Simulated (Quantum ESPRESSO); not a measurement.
The system is BaS.

```xyz
2
Lattice="0.0000 3.1938 3.1938 3.1938 0.0000 3.1938 3.1938 3.1938 0.0000" Properties=species:S:1:pos:R:3 pbc="T T T"
Ba    0.0000    0.0000    0.0000
S     3.1938    3.1938    3.1938
```

```yaml
Program: Quantum ESPRESSO 7.5
Task: phonon dispersion
Functional: LDA
Potentials_or_basis: JTH 2.0 LDA
Cutoff: 490 eV
Density_cutoff: 2939 eV
k_mesh: 4 × 4 × 4, shifted
Occupations: fermi-dirac, width 0.05 eV
Spin: no spin polarisation
Form_of_the_LDA_correlation: PW92
Mixing_beta: 0.5
Most_SCF_iterations: 120
SCF_threshold: 4e-10 Ry
q_mesh: 4 × 4 × 4
```

The cell and the atoms were relaxed first, to 31.16 Å³/atom (a = 4.450 Å, b = 4.450 Å, c = 4.450 Å, α = 60.00°, β = 60.00°, γ = 60.00°), and the response was taken there.

The first run showed a gap, so the response started from a second, tighter run with fixed occupations.

Is this structure dynamically stable at this level, and how far does the spectrum reach?

Yes, as far as this q mesh shows: no mode on the path is imaginary. The highest frequency is 254 cm⁻¹.

Phonon frequencies at the corners of the path (cm⁻¹, interpolated; i marks imaginary ones):
| point | frequencies |
| --- | --- |
| Γ | 0 0 0 155 155 254 |
| X | 64 64 106 164 164 182 |
| W | 89 89 98 176 176 190 |
| K | 77 96 100 169 180 193 |
| L | 78 78 137 177 177 229 |
| U | 77 96 100 169 180 193 |

Harmonic thermodynamics per atom at this volume (zero-point energy 25.2 meV, Debye temperature from the second moment 272 K):
| T (K) | free energy (meV) | entropy (k_B) | heat capacity Cv (k_B) |
| --- | --- | --- | --- |
| 50 | 24.4 | 0.60 | 1.15 |
| 100 | 19.3 | 1.76 | 2.17 |
| 200 | -4.0 | 3.50 | 2.74 |
| 298.15 | -38.6 | 4.62 | 2.88 |
| 500 | -133.2 | 6.14 | 2.96 |
| 800 | -311.3 | 7.53 | 2.98 |

Phonon states per cell in windows of 20 cm⁻¹ (negative: imaginary):
```
from (cm⁻¹)  total    Ba     S
          0   0.00  0.00  0.00
         20   0.05  0.04  0.01
         40   0.27  0.23  0.03
         60   1.14  1.06  0.08
         80   0.66  0.63  0.03
        100   0.74  0.70  0.04
        120   0.14  0.14  0.01
        140   0.02  0.00  0.02
        160   2.07  0.16  1.91
        180   0.19  0.01  0.19
        200   0.40  0.01  0.39
        220   0.33  0.02  0.31
        240   0.07  0.01  0.06
```

Caveat: this set's barium file shifts pressures by 1.5 GPa and gaps by 0.1 eV against other sets; the cutoff is low for these files, which shifts pressure and relaxed volume.
